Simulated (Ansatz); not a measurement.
Ansatz input file:

```yaml
crystal:
  lattice:
    - [15.8, 0.0, 0.0]
    - [0.0, 14.7, 0.0]
    - [0.0, 0.0, 14.4]
  atoms:
    - { symbol: Mg, position: [0.4475460956, 0.4594117651, 0.4042534386] }
    - { symbol: Mg, position: [0.3426382869, 0.394310873, 0.581966183] }
    - { symbol: Mg, position: [0.5524539044, 0.394310873, 0.581966183] }
    - { symbol: Mg, position: [0.4475460956, 0.5896135495, 0.581966183] }
    - { symbol: Mg, position: [0.6573617131, 0.5896135495, 0.581966183] }
    - { symbol: O, position: [0.4475460956, 0.4594117651, 0.5436632281] }
    - { symbol: O, position: [0.6573617131, 0.4594117651, 0.5436632281] }
    - { symbol: O, position: [0.5524539044, 0.6547144417, 0.5436632281] }
    - { symbol: O, position: [0.5524539044, 0.394310873, 0.3659504836] }
    - { symbol: O, position: [0.4475460956, 0.5896135495, 0.3659504836] }
    - { symbol: H, position: [0.3569564726, 0.403196071, 0.3711782052] }
    - { symbol: H, position: [0.3426382869, 0.2818794847, 0.5488909497] }
    - { symbol: H, position: [0.2520486639, 0.4505265671, 0.5488909497] }
    - { symbol: H, position: [0.3426382869, 0.394310873, 0.7014106275] }
    - { symbol: H, position: [0.5524539044, 0.2818794847, 0.5488909497] }
    - { symbol: H, position: [0.5524539044, 0.394310873, 0.7014106275] }
    - { symbol: H, position: [0.3569564726, 0.6458292437, 0.5488909497] }
    - { symbol: H, position: [0.4475460956, 0.5896135495, 0.7014106275] }
    - { symbol: H, position: [0.7479513361, 0.6458292437, 0.5488909497] }
    - { symbol: H, position: [0.6573617131, 0.5896135495, 0.7014106275] }
    - { symbol: H, position: [0.6573617131, 0.4594117651, 0.476302117] }
    - { symbol: H, position: [0.708450047, 0.4277087283, 0.5623161213] }
    - { symbol: H, position: [0.5524539044, 0.6547144417, 0.476302117] }
    - { symbol: H, position: [0.5524539044, 0.7181205153, 0.5623161213] }
    - { symbol: H, position: [0.5524539044, 0.3309047993, 0.3846033769] }
    - { symbol: H, position: [0.6035422383, 0.4260139098, 0.3846033769] }
    - { symbol: H, position: [0.5524539044, 0.394310873, 0.2985893725] }
    - { symbol: H, position: [0.3964577617, 0.6213165863, 0.3846033769] }
    - { symbol: H, position: [0.4986344296, 0.6213165863, 0.3846033769] }
    - { symbol: H, position: [0.4475460956, 0.5896135495, 0.2985893725] }
basis:
  ecutwfc: 420
kpoints:
  mp_grid: { grid: [1, 1, 1] }
hamiltonian:
  xc: pbe
scf:
  occupations: { method: gaussian, width: 0.05 }
output:
  forces: true
  eigenvalues: true
  populations: true
  write_density: true
  write_potential: true
  elf: true
  volumetric_format: npy
relax:
  adjacent_minimum: "off"
  f_tol: 0.03
  max_steps: 40
```

Launched with
```bash
ansatz run input.yaml --threads 4 --pin off --max-ram 11264MiB --backend cpu --events-out ev --progress --plain --runs-dir out
```

Theory: DFT PBE, scalar-relativistic, plane waves, PAW (Ansatz).

Abridged output:

```
Pseudopotentials: kind: paw
Pseudopotential: Mg, paw, valence charge 10, recommended cutoff 420 eV (normal)
Pseudopotential: O, paw, valence charge 6, recommended cutoff 420 eV (normal)
Pseudopotential: H, paw, valence charge 1, recommended cutoff 420 eV (normal)
Functional definition: PBE
Crystal: 30 atoms, lattice volume = 3344.544 Å³
Basis set: ecut = 420 eV, 65341 PW (Γ), exchange–correlation on 216×200×200 points (8 copies of the dense FFT grid, shifted against one another)
Bands: 80, of which v1, the nominal top of the filled ones, is band 50 counted from 1 (49 counted from 0)
Symmetry: 1 space group operations
Space group: P1 (ITA 1), of the structure as read, at distance tolerance 1.5e-4 Å
k-points: 1
Initial density: superposition of atomic densities (neutral atoms: chi_scale 0, normalization atom), corrected by the library's trained network
Initial wavefunctions: pseudopotential atomic-orbital guess
Functional: x = pbe(κ = 0.804, μ = 0.21951497), c = pbe(β = 0.06672455)
SCF iter   1: F=—  HF=-12758.935854 eV  |F-HF|=—  |Δ(HF+E_count)|=         —  Δρ=9.17e-3  dr2=1.25e1  ethr=1.77e-3  ⟨swp⟩=9.0  Hψ=453  notcnv=0  defer=21
SCF iter   2: F=—  HF=-12770.755403 eV  |F-HF|=—  |Δ(HF+E_count)|=    1.18e1  Δρ=2.75e-2  dr2=1.28e2  ethr=1.77e-3  ⟨swp⟩=5.0  Hψ=191  notcnv=0  defer=20  recentre
SCF iter   3: F=—  HF=-12757.742030 eV  |F-HF|=—  |Δ(HF+E_count)|=    1.30e1  Δρ=4.64e-3  dr2=2.01e0  ethr=1.77e-3  ⟨swp⟩=4.0  Hψ=136  notcnv=0  defer=22
SCF iter   4: F=—  HF=-12757.636956 eV  |F-HF|=—  |Δ(HF+E_count)|=   1.05e-1  Δρ=4.09e-3  dr2=1.83e0  ethr=1.77e-3  ⟨swp⟩=1.0  Hψ=92  notcnv=0  defer=22
SCF iter   5: F=—  HF=-12757.645364 eV  |F-HF|=—  |Δ(HF+E_count)|=   8.41e-3  Δρ=5.70e-3  dr2=4.03e0  ethr=1.77e-3  ⟨swp⟩=1.0  Hψ=58  notcnv=0  defer=22
SCF iter   6: F=—  HF=-12757.539349 eV  |F-HF|=—  |Δ(HF+E_count)|=   1.06e-1  Δρ=3.86e-3  dr2=1.37e0  ethr=1.77e-3  ⟨swp⟩=4.0  Hψ=96  notcnv=0  defer=21
SCF iter   7: F=—  HF=-12758.144343 eV  |F-HF|=—  |Δ(HF+E_count)|=   6.05e-1  Δρ=7.76e-3  dr2=4.79e0  ethr=1.37e-3  ⟨swp⟩=2.0  Hψ=67  notcnv=0  defer=21  recentre
SCF iter   8: F=—  HF=-12757.671931 eV  |F-HF|=—  |Δ(HF+E_count)|=   4.72e-1  Δρ=4.44e-3  dr2=1.83e0  ethr=1.37e-3  ⟨swp⟩=2.0  Hψ=95  notcnv=0  defer=21
SCF iter   9: F=—  HF=-12757.663839 eV  |F-HF|=—  |Δ(HF+E_count)|=   8.09e-3  Δρ=3.59e-3  dr2=1.04e0  ethr=1.37e-3  ⟨swp⟩=1.0  Hψ=59  notcnv=0  defer=21
SCF iter  10: F=—  HF=-12757.617415 eV  |F-HF|=—  |Δ(HF+E_count)|=   4.64e-2  Δρ=3.11e-3  dr2=8.60e-1  ethr=1.04e-3  ⟨swp⟩=1.0  Hψ=59  notcnv=0  defer=21
SCF iter  11: F=—  HF=-12757.526713 eV  |F-HF|=—  |Δ(HF+E_count)|=   9.07e-2  Δρ=1.91e-3  dr2=3.47e-1  ethr=8.60e-4  ⟨swp⟩=1.0  Hψ=59  notcnv=0  defer=21
SCF iter  12: F=—  HF=-12757.514442 eV  |F-HF|=—  |Δ(HF+E_count)|=   1.23e-2  Δρ=1.88e-3  dr2=3.22e-1  ethr=3.47e-4  ⟨swp⟩=1.0  Hψ=92  notcnv=0  defer=21
SCF iter  13: F=—  HF=-12757.512719 eV  |F-HF|=—  |Δ(HF+E_count)|=   1.72e-3  Δρ=1.64e-3  dr2=2.34e-1  ethr=3.22e-4  ⟨swp⟩=1.0  Hψ=59  notcnv=0  defer=21
SCF iter  14: F=—  HF=-12757.511036 eV  |F-HF|=—  |Δ(HF+E_count)|=   1.68e-3  Δρ=9.86e-4  dr2=1.09e-1  ethr=2.34e-4  ⟨swp⟩=1.0  Hψ=59  notcnv=0  defer=21
SCF iter  15: F=—  HF=-12757.511414 eV  |F-HF|=—  |Δ(HF+E_count)|=   3.78e-4  Δρ=1.02e-3  dr2=1.06e-1  ethr=1.09e-4  ⟨swp⟩=1.0  Hψ=59  notcnv=0  defer=21
SCF iter  16: F=—  HF=-12757.507743 eV  |F-HF|=—  |Δ(HF+E_count)|=   3.67e-3  Δρ=1.53e-4  dr2=1.81e-3  ethr=1.06e-4  ⟨swp⟩=1.0  Hψ=59  notcnv=0  defer=21
SCF iter  17: F=—  HF=-12757.509885 eV  |F-HF|=—  |Δ(HF+E_count)|=   2.14e-3  Δρ=1.06e-3  dr2=1.02e-1  ethr=1.81e-6  ⟨swp⟩=2.0  Hψ=81  notcnv=0  defer=21
SCF iter  18: F=—  HF=-12757.507726 eV  |F-HF|=—  |Δ(HF+E_count)|=   2.16e-3  Δρ=3.65e-4  dr2=1.30e-2  ethr=1.81e-6  ⟨swp⟩=2.0  Hψ=69  notcnv=0  defer=21
SCF iter  19: F=—  HF=-12757.507423 eV  |F-HF|=—  |Δ(HF+E_count)|=   3.03e-4  Δρ=1.81e-4  dr2=3.32e-3  ethr=1.81e-6  ⟨swp⟩=1.0  Hψ=59  notcnv=0  defer=21
SCF iter  20: F=—  HF=-12757.507337 eV  |F-HF|=—  |Δ(HF+E_count)|=   8.65e-5  Δρ=3.71e-5  dr2=1.11e-4  ethr=1.81e-6  ⟨swp⟩=1.0  Hψ=59  notcnv=0  defer=21
SCF iter  21: F=—  HF=-12757.507336 eV  |F-HF|=—  |Δ(HF+E_count)|=   3.39e-7  Δρ=2.50e-5  dr2=4.51e-5  ethr=1.11e-7  ⟨swp⟩=1.0  Hψ=59  notcnv=0  defer=21
SCF iter  22: F=-12757.507334 eV  HF=-12757.507336 eV  |F-HF|=1.61e-6  |Δ(HF+E_count)|=   4.49e-7  Δρ=8.08e-6  dr2=3.06e-6  ethr=2.25e-8  ⟨swp⟩=38.0  Hψ=906  notcnv=0
SCF 1 converged in 22 iterations: F = -12757.507334 eV  dr2 = 3.06e-6
relax step   1: F+E_penalty+E_count = -12757.50733425 eV  Δ(F+E_penalty+E_count) = +0.000e0 eV  max|allowed force component| = 3.186e0 eV/Å  Δτ_max = 0.0000 Å  (22 SCF iters, dr2 threshold 2.25e-5 eV, accepted)
Initial density: handed on by an earlier stage of this run
Initial wavefunctions: those handed on with the density
SCF iter   1: F=—  HF=-12760.639848 eV  |F-HF|=—  |Δ(HF+E_count)|=         —  Δρ=6.04e-3  dr2=2.03e0  ethr=2.00e-3  ⟨swp⟩=1.0  Hψ=287  notcnv=0  defer=20
SCF iter   2: F=—  HF=-12760.408630 eV  |F-HF|=—  |Δ(HF+E_count)|=   2.31e-1  Δρ=2.44e-3  dr2=2.81e-1  ethr=2.00e-3  ⟨swp⟩=2.0  Hψ=93  notcnv=0  defer=20
SCF iter   3: F=—  HF=-12760.393428 eV  |F-HF|=—  |Δ(HF+E_count)|=   1.52e-2  Δρ=1.28e-3  dr2=8.63e-2  ethr=2.81e-4  ⟨swp⟩=2.0  Hψ=98  notcnv=0  defer=21
SCF iter   4: F=—  HF=-12760.391942 eV  |F-HF|=—  |Δ(HF+E_count)|=   1.49e-3  Δρ=7.52e-4  dr2=3.30e-2  ethr=8.63e-5  ⟨swp⟩=2.0  Hψ=126  notcnv=0  defer=21
SCF iter   5: F=—  HF=-12760.392043 eV  |F-HF|=—  |Δ(HF+E_count)|=   1.01e-4  Δρ=5.05e-4  dr2=1.20e-2  ethr=3.30e-5  ⟨swp⟩=1.0  Hψ=59  notcnv=0  defer=21
SCF iter   6: F=—  HF=-12760.392667 eV  |F-HF|=—  |Δ(HF+E_count)|=   6.23e-4  Δρ=3.31e-4  dr2=4.53e-3  ethr=1.20e-5  ⟨swp⟩=2.0  Hψ=65  notcnv=0  defer=21
SCF iter   7: F=—  HF=-12760.393407 eV  |F-HF|=—  |Δ(HF+E_count)|=   7.40e-4  Δρ=1.91e-4  dr2=1.43e-3  ethr=4.53e-6  ⟨swp⟩=2.0  Hψ=65  notcnv=0  defer=21
SCF iter   8: F=—  HF=-12760.393619 eV  |F-HF|=—  |Δ(HF+E_count)|=   2.13e-4  Δρ=1.46e-4  dr2=7.23e-4  ethr=1.43e-6  ⟨swp⟩=2.0  Hψ=65  notcnv=0  defer=21
SCF iter   9: F=—  HF=-12760.393914 eV  |F-HF|=—  |Δ(HF+E_count)|=   2.94e-4  Δρ=9.68e-5  dr2=3.85e-4  ethr=7.23e-7  ⟨swp⟩=2.0  Hψ=66  notcnv=0  defer=21
SCF iter  10: F=—  HF=-12760.394073 eV  |F-HF|=—  |Δ(HF+E_count)|=   1.60e-4  Δρ=6.00e-5  dr2=1.65e-4  ethr=3.85e-7  ⟨swp⟩=2.0  Hψ=80  notcnv=0  defer=21
SCF iter  11: F=-12760.394166 eV  HF=-12760.394151 eV  |F-HF|=1.48e-5  |Δ(HF+E_count)|=   7.77e-5  Δρ=3.67e-5  dr2=7.74e-5  ethr=1.00e-7  ⟨swp⟩=29.0  Hψ=898  notcnv=0
SCF 2 converged in 11 iterations: F = -12760.394166 eV  dr2 = 7.74e-5
   ...
SCF 34 converged in 6 iterations: F = -12776.095361 eV  dr2 = 7.92e-6
relax step  34: F+E_penalty+E_count = -12776.09536145 eV  Δ(F+E_penalty+E_count) = -2.633e-2 eV  max|allowed force component| = 2.703e-1 eV/Å  Δτ_max = 0.0799 Å  (6 SCF iters, dr2 threshold 2.08e-5 eV, accepted)
SCF iter   1: F=—  HF=-12776.203937 eV  |F-HF|=—  |Δ(HF+E_count)|=         —  Δρ=3.04e-3  dr2=2.66e-1  ethr=2.62e-3  ⟨swp⟩=4.0  Hψ=182  notcnv=0  defer=19
SCF iter   2: F=—  HF=-12776.138775 eV  |F-HF|=—  |Δ(HF+E_count)|=   6.52e-2  Δρ=1.55e-3  dr2=4.44e-2  ethr=2.66e-4  ⟨swp⟩=3.0  Hψ=121  notcnv=0  defer=25
SCF iter   3: F=—  HF=-12776.137766 eV  |F-HF|=—  |Δ(HF+E_count)|=   1.01e-3  Δρ=8.76e-4  dr2=1.96e-2  ethr=4.44e-5  ⟨swp⟩=3.0  Hψ=101  notcnv=0  defer=25
SCF iter   4: F=—  HF=-12776.134293 eV  |F-HF|=—  |Δ(HF+E_count)|=   3.47e-3  Δρ=1.83e-4  dr2=6.07e-4  ethr=1.96e-5  ⟨swp⟩=2.0  Hψ=108  notcnv=0  defer=25
SCF iter   5: F=—  HF=-12776.134461 eV  |F-HF|=—  |Δ(HF+E_count)|=   1.68e-4  Δρ=4.15e-5  dr2=3.44e-5  ethr=6.07e-7  ⟨swp⟩=2.0  Hψ=117  notcnv=0  defer=25
SCF iter   6: F=-12776.134475 eV  HF=-12776.134480 eV  |F-HF|=5.42e-6  |Δ(HF+E_count)|=   1.93e-5  Δρ=1.88e-5  dr2=9.96e-6  ethr=3.44e-8  ⟨swp⟩=26.0  Hψ=947  notcnv=0
SCF 35 converged in 6 iterations: F = -12776.134475 eV  dr2 = 9.96e-6
relax step  35: F+E_penalty+E_count = -12776.13447486 eV  Δ(F+E_penalty+E_count) = -3.911e-2 eV  max|allowed force component| = 2.402e-1 eV/Å  Δτ_max = 0.1105 Å  (6 SCF iters, dr2 threshold 5.28e-5 eV, accepted)
SCF iter   1: F=—  HF=-12776.303600 eV  |F-HF|=—  |Δ(HF+E_count)|=         —  Δρ=4.61e-3  dr2=6.00e-1  ethr=5.92e-4  ⟨swp⟩=1.0  Hψ=315  notcnv=0  defer=25
SCF iter   2: F=—  HF=-12776.174346 eV  |F-HF|=—  |Δ(HF+E_count)|=   1.29e-1  Δρ=2.31e-3  dr2=1.03e-1  ethr=5.92e-4  ⟨swp⟩=3.0  Hψ=88  notcnv=0  defer=25
SCF iter   3: F=—  HF=-12776.172376 eV  |F-HF|=—  |Δ(HF+E_count)|=   1.97e-3  Δρ=1.27e-3  dr2=4.25e-2  ethr=1.03e-4  ⟨swp⟩=3.0  Hψ=129  notcnv=0  defer=25
SCF iter   4: F=—  HF=-12776.164984 eV  |F-HF|=—  |Δ(HF+E_count)|=   7.39e-3  Δρ=2.76e-4  dr2=1.51e-3  ethr=4.25e-5  ⟨swp⟩=3.0  Hψ=86  notcnv=0  defer=25
SCF iter   5: F=—  HF=-12776.165303 eV  |F-HF|=—  |Δ(HF+E_count)|=   3.19e-4  Δρ=9.61e-5  dr2=2.16e-4  ethr=1.51e-6  ⟨swp⟩=2.0  Hψ=85  notcnv=0  defer=25
SCF iter   6: F=-12776.165310 eV  HF=-12776.165307 eV  |F-HF|=2.99e-6  |Δ(HF+E_count)|=   3.18e-6  Δρ=2.66e-5  dr2=1.70e-5  ethr=4.55e-8  ⟨swp⟩=25.0  Hψ=944  notcnv=0
SCF 36 converged in 6 iterations: F = -12776.165310 eV  dr2 = 1.70e-5
relax step  36: F+E_penalty+E_count = -12776.16530955 eV  Δ(F+E_penalty+E_count) = -3.083e-2 eV  max|allowed force component| = 5.769e-1 eV/Å  Δτ_max = 0.1622 Å  (6 SCF iters, dr2 threshold 4.55e-5 eV, accepted)
SCF iter   1: F=—  HF=-12776.236530 eV  |F-HF|=—  |Δ(HF+E_count)|=         —  Δρ=1.27e-3  dr2=3.87e-2  ethr=4.17e-4  ⟨swp⟩=3.0  Hψ=140  notcnv=0  defer=25
SCF iter   2: F=—  HF=-12776.227336 eV  |F-HF|=—  |Δ(HF+E_count)|=   9.19e-3  Δρ=5.79e-4  dr2=6.52e-3  ethr=3.87e-5  ⟨swp⟩=2.0  Hψ=126  notcnv=0  defer=25
SCF iter   3: F=—  HF=-12776.226850 eV  |F-HF|=—  |Δ(HF+E_count)|=   4.86e-4  Δρ=3.10e-4  dr2=2.22e-3  ethr=6.52e-6  ⟨swp⟩=3.0  Hψ=96  notcnv=0  defer=25
SCF iter   4: F=—  HF=-12776.226545 eV  |F-HF|=—  |Δ(HF+E_count)|=   3.05e-4  Δρ=7.41e-5  dr2=9.50e-5  ethr=2.22e-6  ⟨swp⟩=2.0  Hψ=84  notcnv=0  defer=25
SCF iter   5: F=-12776.226562 eV  HF=-12776.226571 eV  |F-HF|=8.85e-6  |Δ(HF+E_count)|=   2.54e-5  Δρ=2.70e-5  dr2=1.74e-5  ethr=9.50e-8  ⟨swp⟩=25.0  Hψ=933  notcnv=0
SCF 37 converged in 5 iterations: F = -12776.226562 eV  dr2 = 1.74e-5
relax step  37: F+E_penalty+E_count = -12776.22656207 eV  Δ(F+E_penalty+E_count) = -6.125e-2 eV  max|allowed force component| = 4.086e-1 eV/Å  Δτ_max = 0.0581 Å  (5 SCF iters, dr2 threshold 1.00e-4 eV, accepted)
SCF iter   1: F=—  HF=-12776.386534 eV  |F-HF|=—  |Δ(HF+E_count)|=         —  Δρ=3.24e-3  dr2=2.44e-1  ethr=2.38e-4  ⟨swp⟩=2.0  Hψ=289  notcnv=0  defer=25
SCF iter   2: F=—  HF=-12776.337317 eV  |F-HF|=—  |Δ(HF+E_count)|=   4.92e-2  Δρ=1.47e-3  dr2=3.80e-2  ethr=2.38e-4  ⟨swp⟩=3.0  Hψ=84  notcnv=0  defer=25
SCF iter   3: F=—  HF=-12776.339100 eV  |F-HF|=—  |Δ(HF+E_count)|=   1.78e-3  Δρ=7.20e-4  dr2=1.38e-2  ethr=3.80e-5  ⟨swp⟩=2.0  Hψ=122  notcnv=0  defer=25
SCF iter   4: F=—  HF=-12776.336117 eV  |F-HF|=—  |Δ(HF+E_count)|=   2.98e-3  Δρ=1.75e-4  dr2=6.32e-4  ethr=1.38e-5  ⟨swp⟩=3.0  Hψ=85  notcnv=0  defer=25
SCF iter   5: F=-12776.336167 eV  HF=-12776.336193 eV  |F-HF|=2.69e-5  |Δ(HF+E_count)|=   7.67e-5  Δρ=5.45e-5  dr2=7.49e-5  ethr=8.37e-8  ⟨swp⟩=29.0  Hψ=982  notcnv=0
SCF 38 converged in 5 iterations: F = -12776.336167 eV  dr2 = 7.49e-5
relax step  38: F+E_penalty+E_count = -12776.33616657 eV  Δ(F+E_penalty+E_count) = -1.096e-1 eV  max|allowed force component| = 5.564e-1 eV/Å  Δτ_max = 0.2000 Å  (5 SCF iters, dr2 threshold 8.37e-5 eV, accepted)
SCF iter   1: F=—  HF=-12776.549623 eV  |F-HF|=—  |Δ(HF+E_count)|=         —  Δρ=3.99e-3  dr2=3.87e-1  ethr=3.62e-4  ⟨swp⟩=2.0  Hψ=292  notcnv=0  defer=25
SCF iter   2: F=—  HF=-12776.469568 eV  |F-HF|=—  |Δ(HF+E_count)|=   8.01e-2  Δρ=1.75e-3  dr2=5.81e-2  ethr=3.62e-4  ⟨swp⟩=3.0  Hψ=87  notcnv=0  defer=25
SCF iter   3: F=—  HF=-12776.472827 eV  |F-HF|=—  |Δ(HF+E_count)|=   3.26e-3  Δρ=9.94e-4  dr2=2.54e-2  ethr=5.81e-5  ⟨swp⟩=3.0  Hψ=128  notcnv=0  defer=25
SCF iter   4: F=—  HF=-12776.467312 eV  |F-HF|=—  |Δ(HF+E_count)|=   5.51e-3  Δρ=2.10e-4  dr2=9.54e-4  ethr=2.54e-5  ⟨swp⟩=3.0  Hψ=105  notcnv=0  defer=25
SCF iter   5: F=—  HF=-12776.467606 eV  |F-HF|=—  |Δ(HF+E_count)|=   2.94e-4  Δρ=7.97e-5  dr2=1.67e-4  ethr=9.54e-7  ⟨swp⟩=2.0  Hψ=107  notcnv=0  defer=25
SCF iter   6: F=-12776.467594 eV  HF=-12776.467596 eV  |F-HF|=1.88e-6  |Δ(HF+E_count)|=   1.04e-5  Δρ=2.31e-5  dr2=1.42e-5  ethr=1.00e-7  ⟨swp⟩=28.0  Hψ=907  notcnv=0
SCF 39 converged in 6 iterations: F = -12776.467594 eV  dr2 = 1.42e-5
relax step  39: F+E_penalty+E_count = -12776.46759419 eV  Δ(F+E_penalty+E_count) = -1.314e-1 eV  max|allowed force component| = 4.224e-1 eV/Å  Δτ_max = 0.2000 Å  (6 SCF iters, dr2 threshold 1.00e-4 eV, accepted)
SCF iter   1: F=—  HF=-12776.687529 eV  |F-HF|=—  |Δ(HF+E_count)|=         —  Δρ=4.33e-3  dr2=4.54e-1  ethr=4.30e-4  ⟨swp⟩=2.0  Hψ=292  notcnv=0  defer=25
SCF iter   2: F=—  HF=-12776.592316 eV  |F-HF|=—  |Δ(HF+E_count)|=   9.52e-2  Δρ=1.88e-3  dr2=7.01e-2  ethr=4.30e-4  ⟨swp⟩=3.0  Hψ=86  notcnv=0  defer=25
SCF iter   3: F=—  HF=-12776.595321 eV  |F-HF|=—  |Δ(HF+E_count)|=   3.00e-3  Δρ=1.15e-3  dr2=3.50e-2  ethr=7.01e-5  ⟨swp⟩=3.0  Hψ=142  notcnv=0  defer=25
SCF iter   4: F=—  HF=-12776.587229 eV  |F-HF|=—  |Δ(HF+E_count)|=   8.09e-3  Δρ=2.01e-4  dr2=8.57e-4  ethr=3.50e-5  ⟨swp⟩=3.0  Hψ=106  notcnv=0  defer=25
SCF iter   5: F=—  HF=-12776.587606 eV  |F-HF|=—  |Δ(HF+E_count)|=   3.77e-4  Δρ=6.12e-5  dr2=9.74e-5  ethr=8.57e-7  ⟨swp⟩=2.0  Hψ=80  notcnv=0  defer=25
SCF iter   6: F=—  HF=-12776.587356 eV  |F-HF|=—  |Δ(HF+E_count)|=   2.50e-4  Δρ=2.62e-5  dr2=1.82e-5  ethr=9.74e-8  ⟨swp⟩=3.0  Hψ=110  notcnv=0  defer=25
SCF iter   7: F=—  HF=-12776.587356 eV  |F-HF|=—  |Δ(HF+E_count)|=   7.43e-7  Δρ=6.82e-6  dr2=1.16e-6  ethr=1.82e-8  ⟨swp⟩=2.0  Hψ=83  notcnv=0  defer=25
SCF iter   8: F=—  HF=-12776.587357 eV  |F-HF|=—  |Δ(HF+E_count)|=   4.93e-7  Δρ=3.54e-6  dr2=3.48e-7  ethr=1.16e-9  ⟨swp⟩=3.0  Hψ=90  notcnv=0  defer=25
SCF iter   9: F=-12776.587357 eV  HF=-12776.587357 eV  |F-HF|=1.53e-8  |Δ(HF+E_count)|=   2.75e-8  Δρ=7.53e-7  dr2=1.27e-8  ethr=1.00e-10  ⟨swp⟩=23.0  Hψ=771  notcnv=0
SCF 40 converged in 9 iterations: F = -12776.587357 eV  dr2 = 1.27e-8
relax step  40: F+E_penalty+E_count = -12776.58735680 eV  Δ(F+E_penalty+E_count) = -1.198e-1 eV  max|allowed force component| = 5.541e-1 eV/Å  Δτ_max = 0.1956 Å  (9 SCF iters, accepted)
Step failed. What follows is not a result of the run: it is the report of the last solve that finished, which converged after 9 SCF iterations.
Free energy (F): -12776.587357 eV
Harris-Foulkes:  -12776.587357 eV  (|F-HF|=1.53e-8)
Internal energy: -12776.587357 eV  (E = F + TS)
E sigma→0 (E₀):  -12776.587357 eV
Fermi energy:    -2.608997 eV
--- Per-component energies (eV) ---
  E_band       = -2807.308032
  E_kinetic    = 1529.264682
  E_local      = -36093.487059  (includes V_loc(G=0)·N_el)
  E_nonlocal   = 748.485011
  E_hartree    = 16112.675531
  E_xc         = -690.756334
  E_vxc        = -885.210936  (∫ρ·V_xc dr)
  E_paw        = -2263.988402  (= ΣΔE_a)
  E_vpaw       = -331.702105  (= ΣTr[D̂ρ^β])
  E_aug_tail   = -0.011450  (compensation charges beyond the density's cutoff)
  E_ewald      = 7881.230663
  E_smearing   =  0.000000  (= −TS)
--- Forces (eV/Å), atoms counted from 1 ---
  atom   1  Mg     0.01683903    -0.09847971    -0.14304724
  atom   2  Mg     0.06547950    -0.04819664     0.02331185
  atom   3  Mg     0.07560188    -0.07521524     0.04887639
  atom   4  Mg    -0.33195241     0.04050672    -0.08892899
  atom   5  Mg    -0.08700714     0.11413260     0.20891635
  atom   6  O      0.08840486     0.07335745    -0.03660219
  atom   7  O      0.54860755     0.26862599     0.55415188
  atom   8  O      0.28952672    -0.08866256     0.18872515
  atom   9  O     -0.26886674     0.05936389    -0.33712807
  atom  10  O     -0.01139984     0.02380523    -0.00716360
  atom  11  H     -0.00887346    -0.00699602     0.01599574
  atom  12  H     -0.04107212     0.07708975     0.01888637
  atom  13  H      0.03708514    -0.04507066     0.01643963
  atom  14  H      0.03989823     0.16338902    -0.08184437
  atom  15  H      0.00603605    -0.00332010     0.04262380
  atom  16  H     -0.12017423    -0.13812210     0.18388805
  atom  17  H      0.01157845     0.01305545     0.03298234
  atom  18  H      0.04556921    -0.01013747    -0.03733606
  atom  19  H     -0.00615095    -0.00844574    -0.03896928
  atom  20  H      0.11135672    -0.06123073    -0.08011530
  atom  21  H     -0.17993730    -0.11035716    -0.00309951
  atom  22  H      0.14827382     0.06776951    -0.14931962
  atom  23  H     -0.15017347    -0.08441223    -0.01168280
  atom  24  H     -0.10186855     0.09162800     0.10751843
  atom  25  H     -0.00755538    -0.00066033    -0.04324480
  atom  26  H     -0.03244805    -0.24502202    -0.24153845
  atom  27  H     -0.06673919    -0.00254061    -0.08278092
  atom  28  H     -0.01778813    -0.00694678    -0.03419321
  atom  29  H     -0.06421818     0.08023049    -0.01413240
  atom  30  H      0.01203581    -0.03914688    -0.01109645
--- Band table (eV) ---
  k-point 0: bands = ["-79.6005", "-79.2351", "-79.0882", "-78.3690", "-77.9063", "-46.3883", "-46.3558", "-46.3151", "-46.0394", "-45.9949", "-45.9268", "-45.8883", "-45.8260", "-45.8104", "-45.1651", "-45.1223", "-45.1013", "-44.7231", "-44.6615", "-44.5998", "-24.4147", "-24.3084", "-23.3057", "-22.9394", "-21.5197", "-12.8390", "-12.7291", "-12.1238", "-11.6487", "-10.6235", "-10.2958", "-9.8414", "-9.6970", "-9.5938", "-9.3678", "-8.7746", "-8.5687", "-7.6870", "-7.5465", "-7.2599", "-7.0810", "-6.7743", "-6.6050", "-6.5256", "-6.2948", "-6.1156", "-5.9126", "-5.8156", "-5.1960", "-4.1317", "-1.0863", "-1.0701", "-0.6331", "-0.3145", "-0.1866", "0.2159", "0.2740", "0.3461", "0.4313", "0 ...
End of that report.
Error: geometry relaxation did not converge after 40 steps: max|allowed force component| = 5.54e-1 eV/Å (threshold 3.0e-2). Raise `relax.max_steps` over both its present limit and 40, loosen `relax.f_tol`, or start from a geometry closer to equilibrium. Where this run's directory can be resumed (`checkpoint.write`), a resume goes on for up to `relax.max_steps` more
```

No converged result was reached.

It took 5.6 min on 4 threads of Arm Neoverse V1, on a shared host, peak memory 1.8 GiB.